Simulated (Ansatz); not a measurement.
PbS (Cmcm) under strain

A 4-atom cell of PbS (Cmcm) from a materials database, relaxed with r2SCAN+rVV10 in the plane-wave code Ansatz. It is orthorhombic, Cmcm (No. 63); conventional cell a = 4.127 Å, b = 11.739 Å, c = 4.260 Å, 25.80 Å³ an atom. Pb is surrounded by 5 S at 2.68–2.97 Å; S is surrounded by 5 Pb at 2.68–2.97 Å.

The axes x, y and z are those of this cell:
```xyz
4
Lattice="2.0637 -5.8693 0.0000 2.0637 5.8693 0.0000 0.0000 0.0000 4.2604" Properties=species:S:1:pos:R:3 pbc="T T T"
Pb    2.0637   -4.3700    3.1953
Pb    2.0637    4.3700    1.0651
S     2.0637   -1.6866    3.1953
S     2.0637    1.6866    1.0651
```

Unstrained: HSE06 gives an indirect gap of 1.608 eV, from k = (-1/2, -1/2, 0.368) to Y; the least direct gap is 1.667 eV at k = (-1/2, -1/2, 0.368). Meshes: HSE06 4×4×4. Strains are changes of length per length, and xy shears are angles. After each strain the atoms were relaxed again with r2SCAN+rVV10 in this cell and within any symmetry left, so distortions that break it or need a larger cell weren't tested; points keep the names that they have in the unstrained zone. Spin-unpolarised throughout; all numbers are computed.

Changes of the least gap in eV (an overlap counts as a negative gap):
```csv
strain,volume change (%),space group,HSE06
isotropic +3.45 % on every length,+10.7,Cmcm,+0.288
"xy shear, engineering strain (angle) +5.6 %",-0.1,P2_1/m,+0.047
uniaxial +2.16 % along x,+2.2,Cmcm,+0.085
uniaxial -4.06 % along z,-4.1,Cmcm,-0.308
```

Isotropic +3.45 % on every length. HSE06: the gap goes from 1.608 to 1.896 eV (+0.288 eV); the edges go from (-1/2, -1/2, 0.368) → Y to (-1/2, 1/2, 0.380) → Γ–Σ₀ (0.74).

Xy shear, engineering strain (angle) +5.6 %. HSE06: the gap goes from 1.608 to 1.654 eV (+0.047 eV); the edges go from (-1/2, -1/2, 0.368) → Y to (-1/2, -1/2, 0.371) → (0.445, 0.432, 0).

Uniaxial +2.16 % along x, other directions held. HSE06: the gap goes from 1.608 to 1.693 eV (+0.085 eV); the edges go from (-1/2, -1/2, 0.368) → Y to (-1/2, -1/2, 0.366) → (-1/2, -1/2, 0.376).

Uniaxial -4.06 % along z, other directions held. HSE06: the gap goes from 1.608 to 1.300 eV (-0.308 eV).

Spin-orbit coupling is left out; in compounds of Pb, Bi, Tl or Hg it can lower a gap by up to about 1 eV, split its edges or invert the bands.

Where an edge lies off the special points, it is a point of the mesh or the k point where a search put PBE's edge or least direct gap, reused for the other functionals, whose own edges may lie a little apart.

Coordinates of k points refer to the reciprocal vectors of the primitive cell of the runs.

The meshes of the hybrids are coarse, so their gaps aren't converged to the digits shown.
